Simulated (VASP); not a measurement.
# BAs (F-43m) in VASP: notebook

Runs on BAs. Level: PBE. Tasks: single point.

All numbers are computed with VASP 6.6.1; they aren't measurements. Logs are shortened: lines on timing, memory, paths and dates and some standing lists are left out, and cuts for length are marked.

### 1 The structure

It takes space group F-43m (No. 216, cubic). Conventional cell: a = 4.777 Å, b = 4.777 Å, c = 4.777 Å, α = 90.00°, β = 90.00°, γ = 90.00°. Around As (site symmetry -43m) lie 4 B at 2.07 Å. Around B (site symmetry -43m) lie 4 As at 2.07 Å.

### 2 Single point, PBE, spin-orbit coupling, no magnetisation

The input, INCAR:

```
SYSTEM = BAs
ALGO = Normal
EDIFF = 1E-7
ENCUT = 340
GGA = PE
GGA_COMPAT = .False.
ISIF = 2
ISMEAR = 0
LASPH = .True.
LCHARG = .False.
LORBIT = 11
LREAL = .False.
LSORBIT = .True.
LWAVE = .False.
MAGMOM = 0 0 0 0 0 0
NBANDS = 24
NELM = 100
PREC = Accurate
SIGMA = 0.02
```

The input, KPOINTS:

```
k-points
0
Gamma
  5 5 5
  0 0 0
```

The input, POSCAR:

```
BAs
1.0
    0.0000000000      2.3885000000      2.3885000000
    2.3885000000      0.0000000000      2.3885000000
    2.3885000000      2.3885000000      0.0000000000
As B
1 1
Direct
    0.7500000000      0.7500000000      0.7500000000
    0.0000000000      0.0000000000      0.0000000000
```

Potentials or basis: VASP PAW PBE potentials, release 64 (As, B).

Started as:

```sh
cat potpaw_PBE.64/As/POTCAR potpaw_PBE.64/B/POTCAR > POTCAR
mpirun -np 1 vasp_ncl > vasp.out
```

OUTCAR:

```text
SYSTEM = BAs
   EDIFF = 1E-7
   ENCUT = 340
   GGA = PE
   ISIF = 2
   ISMEAR = 0
   LASPH = .True.
   LORBIT = 11
   LREAL = .False.
   LSORBIT = .True.
   NELM = 100
   PREC = Accurate

 Found     14 irreducible k-points:

 Following reciprocal coordinates:
            Coordinates               Weight
  0.000000  0.000000  0.000000      1.000000
  0.200000  0.000000  0.000000      4.000000
 -0.200000  0.000000  0.000000      4.000000
  0.400000  0.000000  0.000000      4.000000
 -0.400000  0.000000  0.000000      4.000000
  0.200000  0.200000  0.000000      6.000000
   k-points           NKPTS =     14   k-points in BZ     NKDIM =     14   number of bands    NBANDS=     24
   number of dos      NEDOS =    301   number of ions     NIONS =      2
   total plane-waves  NPLWV =   8000
   dimension x,y,z NGX =    20 NGY =   20 NGZ =   20
   dimension x,y,z NGXF=    40 NGYF=   40 NGZF=   40
   ions per type =               1   1
   NGX,Y,Z   is equivalent  to a cutoff of   9.84,  9.84,  9.84 a.u.
   NGXF,Y,Z  is equivalent  to a cutoff of  19.69, 19.69, 19.69 a.u.
 SYSTEM =  BAs
   PREC   = accura    normal or accurate (medium, high low for compatibility)
   ISTART =      0    job   : 0-new  1-cont  2-samecut
   ICHARG =      2    charge: 1-file 2-atom 10-const
   ISPIN  =      1    spin polarized calculation?
   LNONCOLLINEAR =      T non collinear calculations
   LSORBIT =      T    spin-orbit coupling
   LASPH  =      T    aspherical Exc in radial PAW
   ENCUT  =  340.0 eV  24.99 Ry    5.00 a.u.   5.08  5.08  5.08*2*pi/ulx,y,z
   NELM   =    100;   NELMIN=  2; NELMDL= -5     # of ELM steps
   EDIFF  = 0.1E-06   stopping-criterion for ELM
   LREAL  =      F    real-space projection
   EDIFFG = 0.1E-05   stopping-criterion for IOM
   NSW    =      0    number of steps for IOM
   IBRION =     -1    ionic relax: 0-MD 1-quasi-New 2-CG
   NFREE  =      0    steps in history (QN), initial steepest desc. (CG)
   ISIF   =      2    stress and relaxation
   ISYM   =      2    0-nonsym 1-usesym 2-fastsym
   POTIM  = 0.5000    time-step for ionic-motion
   TEBEG  =    0.0;   TEEND  =   0.0 temperature during run
   PSTRESS=    0.0 pullay stress
   NELECT =       8.0000    total number of electrons
   NUPDOWN=      -1.0000    fix difference up-down
   EMIN   =  10.00;   EMAX   =-10.00  energy-range for DOS
   EFERMI =   0.00;   METHOD = LEGACY
   ISMEAR =     0;   SIGMA  =   0.02  broadening in eV -4-tet -1-fermi 0-gaus
   EFERMI_NEDOS =   21; number of points for ismear=-14 and -15
   IALGO  =     38    algorithm
   IMIX   =      4    mixing-type and parameters
     AMIX     =   0.40;   BMIX     =  1.00
     AMIX_MAG =   1.60;   BMIX_MAG =  1.00
  volume/ion in A,a.u.               =      13.63        91.95
  Fermi-wavevector in a.u.,A,eV,Ry     =   1.088018  2.056057 16.106360  1.183784
  Thomas-Fermi vector in A             =   2.224191
[... 191 lines left out ...]
  energy-cutoff  :      340.00
  volume of cell :       27.25
      direct lattice vectors                 reciprocal lattice vectors
     0.000000000  2.388500000  2.388500000    -0.209336404  0.209336404  0.209336404
     2.388500000  0.000000000  2.388500000     0.209336404 -0.209336404  0.209336404
     2.388500000  2.388500000  0.000000000     0.209336404  0.209336404 -0.209336404

 POSITION                                       TOTAL-FORCE (eV/Angst)
 -----------------------------------------------------------------------------------
      3.58275      3.58275      3.58275        -0.000000     -0.000000     -0.000000
      0.00000      0.00000      0.00000         0.000000      0.000000      0.000000
 -----------------------------------------------------------------------------------
    total drift:                               -0.000001     -0.000001     -0.000001

  FREE ENERGIE OF THE ION-ELECTRON SYSTEM (eV)
  ---------------------------------------------------
  free  energy   TOTEN  =       -11.3578926494 eV

  energy  without entropy=      -11.3578926494  energy(sigma->0) =      -11.35789265

 Spin-Orbit-Coupling matrix elements

 Ion:    1  E_soc:     -0.0212836
 l=   1
     0.0000000    -0.0035195    -0.0035195
    -0.0035195     0.0000000    -0.0035195
    -0.0035195    -0.0035195     0.0000000
 l=   2
     0.0000000    -0.0000145     0.0000000    -0.0000145    -0.0000133
    -0.0000145     0.0000000    -0.0000100    -0.0000145    -0.0000033
     0.0000000    -0.0000100     0.0000000    -0.0000100     0.0000000
    -0.0000145    -0.0000145    -0.0000100     0.0000000    -0.0000033
    -0.0000133    -0.0000033     0.0000000    -0.0000033     0.0000000
 l=   3
     0.0000000     0.0000000     0.0000000     0.0000000     0.0000000     0.0000000     0.0000000
     0.0000000     0.0000000     0.0000000     0.0000000     0.0000000     0.0000000     0.0000000
     0.0000000     0.0000000     0.0000000     0.0000000     0.0000000     0.0000000     0.0000000
     0.0000000     0.0000000     0.0000000     0.0000000     0.0000000     0.0000000     0.0000000
     0.0000000     0.0000000     0.0000000     0.0000000     0.0000000     0.0000000     0.0000000
     0.0000000     0.0000000     0.0000000     0.0000000     0.0000000     0.0000000     0.0000000
     0.0000000     0.0000000     0.0000000     0.0000000     0.0000000     0.0000000     0.0000000

 Ion:    2  E_soc:     -0.0000062
 l=   1
     0.0000000    -0.0000010    -0.0000010
    -0.0000010     0.0000000    -0.0000010
    -0.0000010    -0.0000010     0.0000000
 l=   2
     0.0000000     0.0000000     0.0000000     0.0000000     0.0000000
     0.0000000     0.0000000     0.0000000     0.0000000     0.0000000
     0.0000000     0.0000000     0.0000000     0.0000000     0.0000000
     0.0000000     0.0000000     0.0000000     0.0000000     0.0000000
     0.0000000     0.0000000     0.0000000     0.0000000     0.0000000
 l=   3
     0.0000000     0.0000000     0.0000000     0.0000000     0.0000000     0.0000000     0.0000000
     0.0000000     0.0000000     0.0000000     0.0000000     0.0000000     0.0000000     0.0000000
     0.0000000     0.0000000     0.0000000     0.0000000     0.0000000     0.0000000     0.0000000
     0.0000000     0.0000000     0.0000000     0.0000000     0.0000000     0.0000000     0.0000000
     0.0000000     0.0000000     0.0000000     0.0000000     0.0000000     0.0000000     0.0000000
     0.0000000     0.0000000     0.0000000     0.0000000     0.0000000     0.0000000     0.0000000
     0.0000000     0.0000000     0.0000000     0.0000000     0.0000000     0.0000000     0.0000000

 total charge

# of ion       s       p       d       tot
------------------------------------------
    1        1.169   1.670   0.088   2.927
    2        0.656   1.192   0.000   1.848
--------------------------------------------------
tot          1.825   2.862   0.088   4.775

 magnetization (x)

# of ion       s       p       d       tot
------------------------------------------
    1        0.000   0.000  -0.000   0.000
    2       -0.000   0.000   0.000   0.000
--------------------------------------------------
tot         -0.000   0.000  -0.000   0.000

 magnetization (y)

# of ion       s       p       d       tot
------------------------------------------
    1        0.000  -0.000   0.000  -0.000
    2        0.000   0.000   0.000   0.000
--------------------------------------------------
tot          0.000  -0.000   0.000  -0.000

 magnetization (z)

# of ion       s       p       d       tot
------------------------------------------
    1        0.000  -0.000  -0.000  -0.000
    2        0.000  -0.000   0.000  -0.000
--------------------------------------------------
tot          0.000  -0.000  -0.000  -0.000
```

It took 6.8 s on 1 thread of Intel Xeon 6975P-C (Granite Rapids), shared host; peak memory 0.15 GiB.

The run converged, but some of its settings lie outside the range that counts as converged, so its numbers aren't taken as properties of the crystal.

Results:

```
Free energy                                           : -11.3579 eV
Valence electrons inside the program's atomic spheres : As 2.93; B 1.85
```

Caveat: the k mesh is coarse (spacing up to 0.46 Å⁻¹), so the values aren't converged; the cutoff is under 1.25 times the usual one of these potentials, so pressure, stress and relaxed cells hold a basis-set (Pulay) error.

### 3 Single point, PBE, spin-orbit coupling, no magnetisation

Edit INCAR of step 2 so:

```diff
@@ -3,3 +3,3 @@
 EDIFF = 1E-7
-ENCUT = 340
+ENCUT = 280
 GGA = PE
```

The input, KPOINTS:

```
k-points
0
Gamma
  6 6 6
  0 0 0
```

POSCAR is that of step 2.

Potentials or basis: VASP PAW PBE potentials, release 64 (As, B).

Started as:

```sh
cat potpaw_PBE.64/As/POTCAR potpaw_PBE.64/B/POTCAR > POTCAR
mpirun -np 1 vasp_ncl > vasp.out
```

Run time: 7.1 s. Hardware: 1 thread of Intel Xeon 6975P-C (Granite Rapids), shared host; peak memory 0.15 GiB.

The run converged, but a check on its numbers failed (symmetry, net force, bounds or a known fault of this set-up), so they aren't taken as properties of the crystal.

Caveat: the k mesh is coarse (spacing up to 0.38 Å⁻¹), so the values aren't converged; the cutoff lies under the usual one of these potentials, so the numbers hold a large basis-set error.

### 4 Single point, PBE, spin-orbit coupling, no magnetisation

Edit INCAR of step 3 so:

```diff
@@ -3,3 +3,3 @@
 EDIFF = 1E-7
-ENCUT = 280
+ENCUT = 460
 GGA = PE
```

The input, KPOINTS:

```
k-points
0
Gamma
  5 5 5
  0 0 0
```

POSCAR is that of step 3.

Started as:

```sh
cat potpaw_PBE.64/As/POTCAR potpaw_PBE.64/B/POTCAR > POTCAR
mpirun -np 1 vasp_ncl > vasp.out
```

Wall time 7.4 s (1 thread of Intel Xeon 6975P-C (Granite Rapids), shared host); peak memory 0.19 GiB.

The run converged, but some of its settings lie outside the range that counts as converged, so its numbers aren't taken as properties of the crystal.

What came out:

```
Free energy                                           : -11.3605 eV
Pressure                                              : 3.6 GPa
Valence electrons inside the program's atomic spheres : As 2.93; B 1.84
```

Caveat: the k mesh is coarse (spacing up to 0.46 Å⁻¹), so the values aren't converged.

### 5 Single point, PBE, spin-orbit coupling, no magnetisation

Edit INCAR of step 4 so:

```diff
@@ -3,3 +3,3 @@
 EDIFF = 1E-7
-ENCUT = 460
+ENCUT = 520
 GGA = PE
```

KPOINTS is that of step 4.

POSCAR is that of step 4.

Started as:

```sh
cat potpaw_PBE.64/As/POTCAR potpaw_PBE.64/B/POTCAR > POTCAR
mpirun -np 1 vasp_ncl > vasp.out
```

Wall time 13 s (1 thread of Intel Xeon 6975P-C (Granite Rapids), shared host); peak memory 0.24 GiB.

The run converged, but some of its settings lie outside the range that counts as converged, so its numbers aren't taken as properties of the crystal.

What came out:

| Quantity | Value |
| --- | --- |
| Free energy | -11.3611 eV |
| Pressure | 3.6 GPa |
| Valence electrons inside the program's atomic spheres | As 2.93; B 1.84 |

Caveat: the k mesh is coarse (spacing up to 0.46 Å⁻¹), so the values aren't converged.

### 6 Single point, PBE, spin-orbit coupling, no magnetisation

Edit INCAR of step 5 so:

```diff
@@ -3,3 +3,3 @@
 EDIFF = 1E-7
-ENCUT = 520
+ENCUT = 400
 GGA = PE
```

The input, KPOINTS:

```
k-points
0
Gamma
  6 6 6
  0 0 0
```

POSCAR is that of step 5.

Potentials or basis: VASP PAW PBE potentials, release 64 (As, B).

Started as:

```sh
cat potpaw_PBE.64/As/POTCAR potpaw_PBE.64/B/POTCAR > POTCAR
mpirun -np 1 vasp_ncl > vasp.out
```

Run time: 11 s. Hardware: 1 thread of Intel Xeon 6975P-C (Granite Rapids), shared host; peak memory 0.19 GiB.

The run converged, but some of its settings lie outside the range that counts as converged, so its numbers aren't taken as properties of the crystal.

What came out:

```
Free energy                                           : -11.3977 eV
Pressure                                              : 3.5 GPa
Valence electrons inside the program's atomic spheres : As 2.93; B 1.84
```

Caveat: the k mesh is coarse (spacing up to 0.38 Å⁻¹), so the values aren't converged.
